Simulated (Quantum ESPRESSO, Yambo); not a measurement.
Planning a run of Quantum ESPRESSO 7.5 on GaAs (F-43m). The input:

```
&control
  calculation = 'scf'
  prefix = 'x'
  outdir = 'o'
  pseudo_dir = 'pseudo'
/
&system
  ibrav = 0
  nat = 2
  ntyp = 2
  ecutwfc = 104.0
  nbnd = 54
  force_symmorphic = .true.
  noncolin = .true.
  lspinorb = .true.
/
&electrons
  conv_thr = 1e-10
  electron_maxstep = 80
  mixing_beta = 0.5
/
ATOMIC_SPECIES
  Ga 69.723 Ga.upf
  As 74.922 As.upf
CELL_PARAMETERS angstrom
  0.0000000000 2.8268500000 2.8268500000
  2.8268500000 0.0000000000 2.8268500000
  2.8268500000 2.8268500000 0.0000000000
ATOMIC_POSITIONS crystal
  Ga 0.0000000000 0.0000000000 0.0000000000
  As 0.2500000000 0.2500000000 0.2500000000
K_POINTS automatic
  6 6 6 0 0 0
```

```sh
OMP_NUM_THREADS=1 mpirun -n 4 pw.x -nk 4 -in pw.in > pw.out
```

Estimate wall time and host memory on 4 MPI ranks of Arm Neoverse V1, shared host.

It took 54 s; on shared hardware allow 27 s to 1.8 min. Peak host memory was 0.72 GiB.

[Paths, hosts, dates, memory and timing lines, banners, echoed tables and standing remarks are left out of the program output.]

[Logs are printed without paths, hosts, clocks, repeated set-up lines and the standing remarks that a program may print on its own settings, such as how far it seeks lower states.]

[Runs of the session that timed out or met a known fault of the program may be left out.]

[Hosts, paths, dates, database ids (printed as entryN), source tags and the programs' standing remarks are cut or masked in the printed files.]
